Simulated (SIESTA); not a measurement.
The system is SiC.

```
CELL_PARAMETERS angstrom
3.07569 0.00000 0.00000
-1.53785 2.66363 0.00000
0.00000 0.00000 10.07065
ATOMIC_POSITIONS crystal
Si 0.00000 0.00000 0.18789
Si 0.00000 0.00000 0.68789
Si 0.33333 0.66667 0.43784
Si 0.66667 0.33333 0.93784
C 0.00000 0.00000 0.00046
C 0.00000 0.00000 0.50046
C 0.33333 0.66667 0.24980
C 0.66667 0.33333 0.74980
```

The cell is a database's computed one.

Base run:

```yaml
Program: SIESTA 5.4.2
Functional: PBE
Potentials_or_basis: PseudoDojo 0.4 standard (PBE files)
Basis: SZ (energy shift 0.003 Ry)
Grid_cutoff: 500 Ry
Energy_shift: 0.003 Ry
k_mesh: 10 × 10 × 3
Occupations: fermi-dirac, width 0.05 eV
Spin: no spin polarisation
```

Its results: band gap on the k mesh 4.51 eV, indirect (least direct gap 6.27 eV); pressure 27.3 GPa; largest force 0.241 eV/Å.

Question: The run is repeated on the same cell with these changes: basis from SZ (energy shift 0.003 Ry) to SZ (energy shift 0.002 Ry); energy shift from 0.003 Ry to 0.002 Ry. What comes out?

Answer: Band gap on the k mesh 4.59 eV, indirect (least direct gap 6.33 eV); pressure 27.2 GPa; largest force 0.258 eV/Å.

Caveats: the basis has no polarisation orbitals; so large a pressure means that the cell lies far from this level's equilibrium, or that cutoff or potentials fall short; the basis of atomic orbitals isn't converged, which shifts pressures, moduli and gaps.

Not every run made on this cell is shown here.
